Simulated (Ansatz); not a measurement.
# Silicon, diamond under revPBE: ground state and equation of state

The plan for silicon in the diamond structure: relax it, solve it on a dense k-mesh, switch on spin-orbit coupling, then scale the cell to 7 volumes from 88 to 112 % of the relaxed one and try a fit of the equation of state. The k-meshes are 6×6×6 for the relaxation; 9×9×9 for the dense run; 7×7×7 for spin-orbit coupling; 9×9×9 for the volumes. The starting cell is the measured one, from the Crystallography Open Database.

Method: DFT revPBE, plane waves (420 eV) with PAW, scalar-relativistic; PAW files made under PBE, frozen cores solved again for the functional, in Ansatz 0.2.0.

## (1) The structure to begin with

Symmetry: Fd-3m, No. 227, cubic system. The conventional cell has a = 5.431 Å, b = 5.431 Å, c = 5.431 Å, α = 90.00°, β = 90.00°, γ = 90.00°. Si (site symmetry -43m) has 4 Si at 2.35 Å as nearest neighbours.

As a file:

```
Si
1.0
     0.00000    2.71535    2.71535
     2.71535    0.00000    2.71535
     2.71535    2.71535    0.00000
Si
2
Direct
  0.50000 0.50000 0.50000
  0.75000 0.75000 0.75000
```

## (2) Relaxing cell and atoms

Input file input.yaml:

```yaml
crystal:
  lattice:
    - [0.0, 2.71535, 2.71535]
    - [2.71535, 0.0, 2.71535]
    - [2.71535, 2.71535, 0.0]
  atoms:
    - { symbol: Si, position: [0.5, 0.5, 0.5] }
    - { symbol: Si, position: [0.75, 0.75, 0.75] }
hamiltonian:
  xc: revpbe
  pseudopotentials:
    kind: paw
    azcp:
      Si: "pseudopotentials/Si.paw.azcp"
basis:
  ecutwfc: 420
  fft_grid_basis: typed
kpoints:
  mp_grid: { grid: [6, 6, 6], shift: [0, 0, 0] }
magnetization:
  spin_polarized: false
scf:
  occupations: { method: fermi_dirac, width: 0.05 }
relax:
  max_steps: 60
  f_tol: 0.01
  cell: {}
```

The log of the run (excerpt; [...] marks lines left out):

```text
Warning: RAYON_NUM_THREADS=4 ignored (pool sized by the plan → 4); use --threads N
[...]
Pseudopotentials: kind: paw
Pseudopotential: Si, paw, valence charge 4, recommended cutoff 420 eV (normal), <dir>
Functional definition: revPBE
[...]
Crystal: 2 atoms, lattice volume = 40.041 Å³
Basis set: ecut = 420 eV, 749 PW (Γ), exchange–correlation on 54×54×54 points (8 copies of the dense FFT grid, shifted against one another)
Bands: 8, of which v1, the nominal top of the filled ones, is band 4 counted from 1 (3 counted from 0)
Symmetry: 48 space group operations
Space group: Fd-3m (ITA 227), of the structure as read, at distance tolerance 3.4e-5 Å
k-points: 16 of 216
[...]
SCF iter   1: F=—  HF=-1276.030996 eV  |F-HF|=—  |Δ(HF+E_count)|=         —  Δρ=1.14e-3  dr2=2.78e-4  ethr=1.77e-3  ⟨swp⟩=5.7  Hψ=1127  notcnv=0
[...]
relax step   1: F+E_penalty+E_count = -1276.03152324 eV  Δ(F+E_penalty+E_count) = +0.000e0 eV  max|allowed force component| = 4.163e-17 eV/Å  Δτ_max = 0.0000 Å  P = +3.296 GPa  Ω = 40.041 Å³  (6 SCF iters, dr2 threshold 1.00e-7 eV, accepted)
[...]
relax step   5: F+E_penalty+E_count = -1276.04588429 eV  Δ(F+E_penalty+E_count) = -1.296e-6 eV  max|allowed force component| = 7.401e-17 eV/Å  Δτ_max = 0.0000 Å  P = +0.001 GPa  Ω = 41.483 Å³  energy of the carried Pulay correction = -2.709e-6 eV  (3 SCF iters, dr2 threshold 6.70e-9 eV, accepted)
[...]
relax step   6: F+E_penalty+E_count = -1276.04589545 eV  Δ(F+E_penalty+E_count) = -1.116e-5 eV  max|allowed force component| = 5.551e-17 eV/Å  Δτ_max = 0.0000 Å  P = +0.001 GPa  Ω = 41.483 Å³  stress off target by 1.01e-3 GPa  SCF on the basis re-selected at this cell (its energy is not [...]
SCF converged after 3 iterations
Free energy (F): -1276.045895 eV
[...]
E sigma→0 (E₀):  -1276.045888 eV
Entropy (-TS):   -0.000014 eV (-0.007 meV/atom)
Fermi energy:    6.306216 eV
[...]
--- Forces (eV/Å), atoms counted from 1 ---
  atom   1  Si    -0.00000000    -0.00000000    -0.00000000
  atom   2  Si    -0.00000000     0.00000000     0.00000000
[...]
--- Stress (GPa, compression-positive) ---
        0.001015      -0.000000      -0.000000
       -0.000000       0.001015      -0.000000
       -0.000000      -0.000000       0.001015
  P = ⅓ Tr σ = 0.0010 GPa (0.010 kbar)
--- Relaxed structure (4 steps of the walk, 4 accepted, 2 SCFs on fresh bases) ---
  F+E_penalty+E_count = -1276.04589545 eV   max|allowed force component| = 5.551e-17 eV/Å   (the final SCF, on the basis selected at the relaxed cell)
  cell:  # Å, volume = 41.4825 Å³
    - [2.547686016447795e-33, 2.747546499244331, 2.747546499244331]
    - [2.747546499244331, -3.515806702697957e-33, 2.747546499244331]
    - [2.747546499244331, 2.747546499244331, -1.7324264911845005e-33]
  atoms:
    - { symbol: Si, position: [0.5000000000000001, 0.5000000000000001, 0.5000000000000001] }
    - { symbol: Si, position: [0.7499999999999999, 0.7499999999999999, 0.7499999999999999] }
```

It took 1.7 s on 4 threads of an Arm CPU, shared host; peak memory 0.34 GiB.

Relaxation path:

```
step  energy change (meV/atom)  largest force (eV/Å)  pressure (GPa)  volume (Å³/atom)
   1                      0.00                0.0000            3.30            20.021
   2                     -6.67                0.0000            0.77            20.558
   3                     -7.08                0.0000            0.04            20.729
   4                     -7.18                0.0000            0.05            20.729
   5                     -7.18                0.0000            0.00            20.741
   6                     -7.19                0.0000            0.00            20.741
```

Steps that repeat a cell are solved on a basis chosen anew, so their changes of energy are no gain of the relaxation.

The cell of the run, before and after:

|  | before | after | change |
| --- | --- | --- | --- |
| a (Å) | 3.840 | 3.886 | +1.2 % |
| b (Å) | 3.840 | 3.886 | +1.2 % |
| c (Å) | 3.840 | 3.886 | +1.2 % |
| volume (Å³/atom) | 20.021 | 20.741 | +3.6 % |
| shortest distance (Å) | 2.352 | 2.379 | +1.2 % |
| space group (spins left aside) | Fd-3m | Fd-3m | same |

## (3) Single point on a dense mesh

Input file input.yaml:

```yaml
crystal:
  lattice:
    - [0.0, 2.7475464992, 2.7475464992]
    - [2.7475464992, 0.0, 2.7475464992]
    - [2.7475464992, 2.7475464992, 0.0]
  atoms:
    - { symbol: Si, position: [0.5, 0.5, 0.5] }
    - { symbol: Si, position: [0.75, 0.75, 0.75] }
hamiltonian:
  xc: revpbe
  pseudopotentials:
    kind: paw
    azcp:
      Si: "pseudopotentials/Si.paw.azcp"
basis:
  ecutwfc: 420
  fft_grid_basis: typed
kpoints:
  mp_grid: { grid: [9, 9, 9], shift: [0, 0, 0] }
magnetization:
  spin_polarized: false
scf:
  occupations: { method: fermi_dirac, width: 0.05 }
```

The log of the run (excerpt; [...] marks lines left out):

```text
Warning: RAYON_NUM_THREADS=4 ignored (pool sized by the plan → 4); use --threads N
[...]
[... 3 set-up lines as earlier in the session ...]
[...]
Crystal: 2 atoms, lattice volume = 41.483 Å³
Basis set: ecut = 420 eV, 869 PW (Γ)
Bands: 8, of which v1, the nominal top of the filled ones, is band 4 counted from 1 (3 counted from 0)
[... 1 set-up line as earlier in the session ...]
Space group: Fd-3m (ITA 227), of the structure as read, at distance tolerance 3.5e-5 Å
k-points: 35 of 729
[...]
SCF iter   1: F=—  HF=-1276.066627 eV  |F-HF|=—  |Δ(HF+E_count)|=         —  Δρ=1.39e-3  dr2=7.59e-4  ethr=1.77e-3  ⟨swp⟩=5.8  Hψ=2470  notcnv=0
[...]
SCF iter   6: F=-1276.066887 eV  HF=-1276.066887 eV  |F-HF|=1.82e-12  |Δ(HF+E_count)|=   1.10e-9  Δρ=7.51e-8  dr2=1.79e-12  ethr=1.18e-11  ⟨swp⟩=1.0  Hψ=841  notcnv=0
[...]
SCF converged after 6 iterations
Free energy (F): -1276.066887 eV
[...]
E sigma→0 (E₀):  -1276.066882 eV
Entropy (-TS):   -0.000010 eV (-0.005 meV/atom)
Fermi energy:    6.253371 eV
[...]
```

Run time: 0.57 s. Hardware: 4 threads of an Arm CPU, shared host; peak memory 0.32 GiB.

## (4) Spin-orbit coupling switched on

input.yaml, as its differences from that of step 3:

```diff
@@ -11,3 +11,3 @@
   pseudopotentials:
-    kind: paw
+    kind: paw_fr
     azcp:
@@ -18,5 +18,6 @@
 kpoints:
-  mp_grid: { grid: [9, 9, 9], shift: [0, 0, 0] }
+  mp_grid: { grid: [7, 7, 7], shift: [0, 0, 0] }
 magnetization:
-  spin_polarized: false
+  noncollinear: true
+  spin_orbit: true
 scf:
```

The log of the run (excerpt; [...] marks lines left out):

```text
Warning: RAYON_NUM_THREADS=4 ignored (pool sized by the plan → 4); use --threads N
[...]
Pseudopotentials: kind: paw_fr
Pseudopotential: Si, paw_fr, valence charge 4, recommended cutoff 420 eV (normal), <dir>
[... 1 set-up line as earlier in the session ...]
[...]
non-collinear run that drives no moment, with spin-orbit: no starting moment large enough to seed its density (crystal.atoms[].spin), no starting occupations that ask for one, no magnetisation constraint and no magnetic field, so the semilocal B_xc is pinned to zero
Crystal: 2 atoms, lattice volume = 41.483 Å³
Basis set: ecut = 420 eV, 869 PW (Γ)
Bands: 16, of which v1, the nominal top of the filled ones, is band 8 counted from 1 (7 counted from 0)
Symmetry: 48 space group operations + 48 with time reversal
Magnetic group: BNS 227.129 (UNI 1631), of the structure as read, at distance tolerance 3.5e-5 Å
k-points: 20 of 343
Projection manifold: j_resolved (fully-relativistic pseudo-atomic orbitals)
[...]
SCF iter   1: F=—  HF=-1276.188014 eV  |F-HF|=—  |Δ(HF+E_count)|=         —  Δρ=4.44e-2  dr2=7.29e-1  dr2_m=0.00e0 (ungated)  ethr=3.10e-3  |M|=0.00e0 ∫|m|=0.00e0 μB  |m|>n=0.0e0 m-floor=0.0e0 τ_xc=0.0e0  β_m=0.30  ⟨swp⟩=7.4  Hψ=1096  notcnv=0  defer=4
[...]
SCF iter   6: F=-1276.063922 eV  HF=-1276.063922 eV  |F-HF|=1.94e-9  |Δ(HF+E_count)|=   1.79e-6  Δρ=2.47e-6  dr2=1.14e-9  dr2_m=0.00e0 (ungated)  ethr=1.25e-9  |M|=0.00e0 ∫|m|=0.00e0 μB  |m|>n=0.0e0 m-floor=0.0e0 τ_xc=0.0e0  ⟨swp⟩=2.8  Hψ=339  notcnv=0
[...]
SCF converged after 6 iterations
Magnetization: |M| = 0.0000 μB,  M = (+0.0000, +0.0000, +0.0000) μB
Absolute magnetization: 0.0000 μB (∫|m|)
  site 0: m = (+0.0000, +0.0000, +0.0000) μB, |m| = 0.0000 μB  (R = 0.98 Å)
  site 1: m = (+0.0000, +0.0000, +0.0000) μB, |m| = 0.0000 μB  (R = 0.98 Å)
Free energy (F): -1276.063922 eV
[...]
E sigma→0 (E₀):  -1276.063911 eV
Entropy (-TS):   -0.000023 eV (-0.011 meV/atom)
Fermi energy:    6.251763 eV
[...]
```

Run time: 1 s. Hardware: 4 threads of an Arm CPU, shared host; peak memory 0.35 GiB.

Side by side:

```
                 scalar-relativistic  with spin-orbit coupling
         k-mesh                9×9×9                     7×7×7
gap on the mesh              0.69 eV                   0.66 eV
```

The meshes differ, so small differences between the columns need not come from spin-orbit coupling.

## (5) Equation of state: 88 %

Input file input.yaml:

```yaml
crystal:
  lattice:
    - [0.0, 2.6329297709, 2.6329297709]
    - [2.6329297709, 0.0, 2.6329297709]
    - [2.6329297709, 2.6329297709, 0.0]
  atoms:
    - { symbol: Si, position: [0.5, 0.5, 0.5] }
    - { symbol: Si, position: [0.75, 0.75, 0.75] }
hamiltonian:
  xc: revpbe
  pseudopotentials:
    kind: paw
    azcp:
      Si: "pseudopotentials/Si.paw.azcp"
basis:
  ecutwfc: 420
  fft_grid_basis: typed
kpoints:
  mp_grid: { grid: [9, 9, 9], shift: [0, 0, 0] }
magnetization:
  spin_polarized: false
scf:
  occupations: { method: fermi_dirac, width: 0.05 }
output:
  stress: true
```

The log of the run (excerpt; [...] marks lines left out):

```text
Warning: RAYON_NUM_THREADS=4 ignored (pool sized by the plan → 4); use --threads N
[...]
[... 3 set-up lines as earlier in the session ...]
[...]
Crystal: 2 atoms, lattice volume = 36.505 Å³
Basis set: ecut = 420 eV, 725 PW (Γ)
Bands: 8, of which v1, the nominal top of the filled ones, is band 4 counted from 1 (3 counted from 0)
[... 1 set-up line as earlier in the session ...]
Space group: Fd-3m (ITA 227), of the structure as read, at distance tolerance 3.3e-5 Å
k-points: 35 of 729
[...]
SCF iter   1: F=—  HF=-1275.867936 eV  |F-HF|=—  |Δ(HF+E_count)|=         —  Δρ=1.36e-3  dr2=4.39e-4  ethr=1.77e-3  ⟨swp⟩=6.0  Hψ=2490  notcnv=0
[...]
SCF iter   6: F=-1275.868525 eV  HF=-1275.868525 eV  |F-HF|=8.65e-10  |Δ(HF+E_count)|=   5.31e-9  Δρ=4.28e-6  dr2=4.07e-9  ethr=4.49e-10  ⟨swp⟩=2.1  Hψ=850  notcnv=0
[...]
SCF converged after 6 iterations
Free energy (F): -1275.868525 eV
[...]
E sigma→0 (E₀):  -1275.868478 eV
Entropy (-TS):   -0.000094 eV (-0.047 meV/atom)
Fermi energy:    7.503253 eV
[...]
--- Stress (GPa, compression-positive) ---
       14.334955      -0.000000      -0.000000
        0.000000      14.334955       0.000000
        0.000000       0.000000      14.334955
  P = ⅓ Tr σ = 14.3350 GPa (143.350 kbar)
```

Run time: 0.6 s. Hardware: 4 threads of an Arm CPU, shared host; peak memory 0.32 GiB.

[end of part 1 of 2]
